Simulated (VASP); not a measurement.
# S in VASP: notebook

One molecule, S, is run at these levels: LDA, PBEsol, PBE+D3; tasks: single point.

Everything below comes from runs of VASP 6.6.1. Logs are shortened: lines on timing, memory, paths and dates and some standing lists are left out, and cuts for length are marked.

## 1. The structure

The cell holds a molecule in a box, 1 atom: a = 10.500 Å, b = 11.000 Å, c = 11.500 Å, α = 90.00°, β = 90.00°, γ = 90.00°.

## 2. Single point, LDA, collinear spin, ferromagnetic start

INCAR reads:

```
SYSTEM = S
PREC = Accurate ; ENCUT = 400
EDIFF = 1E-6 ; ISMEAR = 0
SIGMA = 0.01 ; LREAL = .False.
LASPH = .True. ; NELM = 80
ALGO = Normal ; ISIF = 2
LWAVE = .False. ; LCHARG = .False.
ISPIN = 2 ; MAGMOM = 2.1
LORBIT = 11 ; NUPDOWN = 2
GGA = CA ; ISYM = 0
```

KPOINTS reads:

```
Automatic mesh
0
Gamma
  1 1 1
  0 0 0
```

POSCAR reads:

```
S                                       
1.0
   10.5000000000      0.0000000000      0.0000000000
    0.0000000000     11.0000000000      0.0000000000
    0.0000000000      0.0000000000     11.5000000000
  S             
     1
Selective dynamics
Direct
     0.5000000000000000    0.5045454544999970    0.5000000000000000   F   F   F
```

Potentials or basis: VASP PAW LDA potentials, release 64 (S).

On the command line:

```
$ cat potpaw_LDA.64/S/POTCAR > POTCAR
$ mpirun -np 4 vasp_gam > vasp.out
```

OUTCAR:

```text
SYSTEM = S
   PREC = Accurate
   ENCUT = 400
   EDIFF = 1E-6
   ISMEAR = 0
   LREAL = .False.
   LASPH = .True.
   NELM = 80
   ISIF = 2
   ISPIN = 2
   LORBIT = 11
   NUPDOWN = 2
   GGA = CA
   ISYM = 0

 ion  position               nearest neighbor table
   1  0.500  0.505  0.500-

IMPORTANT INFORMATION: All symmetrisations will be switched off!
NOSYMM: (Re-)initialisation of all symmetry stuff for point group C_1.

----------------------------------------------------------------------------------------

                                     Primitive cell

  volume of cell :    1328.2500

  direct lattice vectors                    reciprocal lattice vectors
    10.500000000  0.000000000  0.000000000     0.095238095  0.000000000  0.000000000
     0.000000000 11.000000000  0.000000000     0.000000000  0.090909091  0.000000000
     0.000000000  0.000000000 11.500000000     0.000000000  0.000000000  0.086956522

  length of vectors
    10.500000000 11.000000000 11.500000000     0.095238095  0.090909091  0.086956522

  position of ions in fractional coordinates (direct lattice)
     0.500000000  0.504545454  0.500000000

  ion indices of the primitive-cell ions
   primitive index   ion index
                 1           1

----------------------------------------------------------------------------------------

 KPOINTS: Automatic mesh

Automatic generation of k-mesh.
 Grid dimensions read from file:
 generate k-points for:    1    1    1

 Generating k-lattice:

  Cartesian coordinates                     Fractional coordinates (reciprocal lattice)
     0.095238095  0.000000000  0.000000000     1.000000000  0.000000000  0.000000000
     0.000000000  0.090909091  0.000000000     0.000000000  1.000000000  0.000000000
     0.000000000  0.000000000  0.086956522     0.000000000  0.000000000  1.000000000

  Length of vectors
     0.095238095  0.090909091  0.086956522

  Shift w.r.t. Gamma in fractional coordinates (k-lattice)
     0.000000000  0.000000000  0.000000000

 Subroutine IBZKPT returns following result:
 ===========================================

 Found      1 irreducible k-points:

 Following reciprocal coordinates:
            Coordinates               Weight
  0.000000  0.000000  0.000000      1.000000
   k-points           NKPTS =      1   k-points in BZ     NKDIM =      1   number of bands    NBANDS=      8
   number of dos      NEDOS =    301   number of ions     NIONS =      1
   total plane-waves  NPLWV = 403200
   dimension x,y,z NGX =    70 NGY =   72 NGZ =   80
   dimension x,y,z NGXF=   140 NGYF=  144 NGZF=  160
   ions per type =               1
   NGX,Y,Z   is equivalent  to a cutoff of  11.08, 10.88, 11.56 a.u.
   NGXF,Y,Z  is equivalent  to a cutoff of  22.17, 21.76, 23.13 a.u.
 SYSTEM =  S
   PREC   = accura    normal or accurate (medium, high low for compatibility)
   ISTART =      0    job   : 0-new  1-cont  2-samecut
   ICHARG =      2    charge: 1-file 2-atom 10-const
   ISPIN  =      2    spin polarized calculation?
   LNONCOLLINEAR =      F non collinear calculations
   LSORBIT =      F    spin-orbit coupling
   LASPH  =      T    aspherical Exc in radial PAW
   ENCUT  =  400.0 eV  29.40 Ry    5.42 a.u.  17.12 17.94 18.75*2*pi/ulx,y,z
   NELM   =     80;   NELMIN=  2; NELMDL= -5     # of ELM steps
   EDIFF  = 0.1E-05   stopping-criterion for ELM
   LREAL  =      F    real-space projection
   EDIFFG = 0.1E-04   stopping-criterion for IOM
   NSW    =      0    number of steps for IOM
   IBRION =     -1    ionic relax: 0-MD 1-quasi-New 2-CG
   NFREE  =      0    steps in history (QN), initial steepest desc. (CG)
   ISIF   =      2    stress and relaxation
   ISYM   =      0    0-nonsym 1-usesym 2-fastsym
   POTIM  = 0.5000    time-step for ionic-motion
   TEBEG  =    0.0;   TEEND  =   0.0 temperature during run
   PSTRESS=    0.0 pullay stress
   NELECT =       6.0000    total number of electrons
   NUPDOWN=       2.0000    fix difference up-down
   EMIN   =  10.00;   EMAX   =-10.00  energy-range for DOS
   EFERMI =   0.00;   METHOD = LEGACY
   ISMEAR =     0;   SIGMA  =   0.01  broadening in eV -4-tet -1-fermi 0-gaus
   EFERMI_NEDOS =   21; number of points for ismear=-14 and -15
   IALGO  =     38    algorithm
   IMIX   =      4    mixing-type and parameters
     AMIX     =   0.40;   BMIX     =  1.00
     AMIX_MAG =   1.60;   BMIX_MAG =  1.00
  volume/ion in A,a.u.               =    1328.25      8963.47
  Fermi-wavevector in a.u.,A,eV,Ry     =   0.270623  0.511404  0.996450  0.073237
  Thomas-Fermi vector in A             =   1.109268
   LORBIT       =     11    0 simple, 1 ext, 2 COOP (PROOUT), +10 PAW based schemes
   GGA     = CA    functional components
   LHFCALC =     F    Hartree Fock is set to
   AEXX    =    0.0000 exact exchange contribution
   IVDW    =     0    specifies the selected vdW correction
   LEPSILON=     F    determine dielectric tensor
   LRPA    =     F    only Hartree local field effects (RPA)
 spin polarized calculation
 Gauss-broadening in eV      SIGMA  =   0.01
  energy-cutoff  :      400.00
  volume of cell :     1328.25
 maximum number of plane-waves:     12033
 NGX is ok and might be reduce to    70
   NGX = 35   NGY = 35   NGZ = 37

 number of electron       6.0000000 magnetization       2.0001659

 Free energy of the ion-electron system (eV)
  ---------------------------------------------------
  ext. energy  EPLUGINS =         0.00000000
  ---------------------------------------------------
  free energy    TOTEN  =        -0.71548821 eV

  energy without entropy =       -0.70777568  energy(sigma->0) =       -0.71163194

 E-fermi :  -6.1127     XC(G=0):  -0.6336

 val. band max:       -7.5291778101   @ k =   0.0000   0.0000   0.0000
 cond. band min:      -6.1097824995   @ k =   0.0000   0.0000   0.0000
 fundamental gap:      1.4193953106
 Fermi energy:        -7.4750157052

 spin component 1

 k-point     1 :       0.0000    0.0000    0.0000
  band No.  band energies     occupation
      1     -17.7550      1.00000
      2      -7.5328      1.00000
      3      -7.5324      1.00000
      4      -7.5292      1.00000
      5      -0.4565      0.00000
      6       0.7283      0.00000
      7       0.8283      0.00000
      8       0.9227      0.00000
 Fermi energy:        -6.1127070056

 spin component 2

 k-point     1 :       0.0000    0.0000    0.0000
  band No.  band energies     occupation
      1     -16.1461      1.00000
      2      -6.1098      0.33959
      3      -6.1096      0.33093
      4      -6.1096      0.32949
      5      -0.3696      0.00000
      6       0.8173      0.00000
      7       0.8851      0.00000
      8       0.9841      0.00000

------------------------ aborting loop because EDIFF is reached ----------------------------------------

  FORCE on cell =-STRESS in cart. coord.  units (eV):
  Direction    XX          YY          ZZ          XY          YZ          ZX
  --------------------------------------------------------------------------------------
  -------------------------------------------------------------------------------------
  Total       -0.0184711      0.0107718      0.0058925     -0.0014583     -0.0027456     -0.0018118
  in kB       -0.0222805      0.0129933      0.0071077     -0.0017590     -0.0033118     -0.0021855
  external PRESSURE =      -0.0007265 kB  Pullay stress =       0.0000000 kB

 VOLUME and BASIS-vectors are now :
 -----------------------------------------------------------------------------
  energy-cutoff  :      400.00
  volume of cell :     1328.25
      direct lattice vectors                 reciprocal lattice vectors
    10.500000000  0.000000000  0.000000000     0.095238095  0.000000000  0.000000000
     0.000000000 11.000000000  0.000000000     0.000000000  0.090909091  0.000000000
     0.000000000  0.000000000 11.500000000     0.000000000  0.000000000  0.086956522

 POSITION                                       TOTAL-FORCE (eV/Angst)
 -----------------------------------------------------------------------------------
      5.25000      5.55000      5.75000         0.000000      0.000271     -0.000001
 -----------------------------------------------------------------------------------
    total drift:                                0.000000      0.000271     -0.000001

  FREE ENERGIE OF THE ION-ELECTRON SYSTEM (eV)
  ---------------------------------------------------
  free  energy   TOTEN  =        -0.7154882115 eV

  energy  without entropy=       -0.7077756755  energy(sigma->0) =       -0.71163194

 total charge

# of ion       s       p       d       tot
------------------------------------------
    1        1.397   2.086   0.000   3.484

 magnetization (x)

# of ion       s       p       d       tot
------------------------------------------
    1        0.016   1.085   0.000   1.102
```

Run time: 6.7 s. Hardware: 4 MPI ranks of Intel Xeon 6975P-C (Granite Rapids), shared host; peak memory 0.26 GiB.

Results:

```
Free energy                                           : -0.7155 eV
Net moment                                            : 2.00 μB per cell
Site moments                                          : S +1.10 μB
Valence electrons inside the program's atomic spheres : S 3.48
```

Caveat: the total moment is fixed, so each spin has its own Fermi level.

## 3. Single point, PBEsol, collinear spin, ferromagnetic start

INCAR: that of step 2 with these lines changed.

```diff
@@ -9,2 +9,2 @@
 LORBIT = 11 ; NUPDOWN = 2
-GGA = CA ; ISYM = 0
+GGA = PS ; ISYM = 0
```

KPOINTS is that of step 2.

POSCAR is that of step 2.

Potentials or basis: VASP PAW PBE potentials, release 64 (S).

On the command line:

```
$ cat potpaw_PBE.64/S/POTCAR > POTCAR
$ mpirun -np 4 vasp_gam > vasp.out
```

It took 23 s on 4 MPI ranks of Intel Xeon 6975P-C (Granite Rapids), shared host; peak memory 0.36 GiB.

Results (log left out):

```
Free energy                                           : -0.8610 eV
Net moment                                            : 2.00 μB per cell
Site moments                                          : S +1.10 μB
Valence electrons inside the program's atomic spheres : S 3.48
```

Caveat: the PAW data sets were made with another functional, which shifts forces and pressure a little; the total moment is fixed, so each spin has its own Fermi level.

## 4. Single point, PBE+D3, collinear spin, ferromagnetic start

INCAR: that of step 3 with these lines changed.

```diff
@@ -9,2 +9,3 @@
 LORBIT = 11 ; NUPDOWN = 2
-GGA = PS ; ISYM = 0
+GGA = PE ; IVDW = 11
+ISYM = 0
```

KPOINTS is that of step 3.

POSCAR is that of step 3.

On the command line:

```
$ cat potpaw_PBE.64/S/POTCAR > POTCAR
$ mpirun -np 4 vasp_gam > vasp.out
```

Wall time 27 s (4 MPI ranks of Intel Xeon 6975P-C (Granite Rapids), shared host); peak memory 0.37 GiB.

Results (log left out):

| Property | Result |
| --- | --- |
| Free energy | -0.8781 eV |
| Net moment | 2.00 μB per cell |
| Site moments | S +1.12 μB |
| Valence electrons inside the program's atomic spheres | S 3.49 |
| Dispersion energy per atom | 0.000 eV |

Caveat: the total moment is fixed, so each spin has its own Fermi level.

## 5. Overview

```tsv
level	potentials or basis	moment (μB)
LDA	VASP PAW LDA potentials, release 64 (S)	2.00
PBEsol	VASP PAW PBE potentials, release 64 (S)	2.00
PBE+D3	VASP PAW PBE potentials, release 64 (S)	2.00
```

Alike in all rows: task single point; spin collinear, ferromagnetic start; fixed moment (μB) 2; cell as given; k mesh 1 × 1 × 1; cutoff (eV) 400; smearing gaussian 0.01 eV.

Caveats: the total moment is fixed, so each spin has its own Fermi level; the PAW data sets were made with another functional, which shifts forces and pressure a little (some runs).

Absolute energies hang on the potentials; compare differences alone.
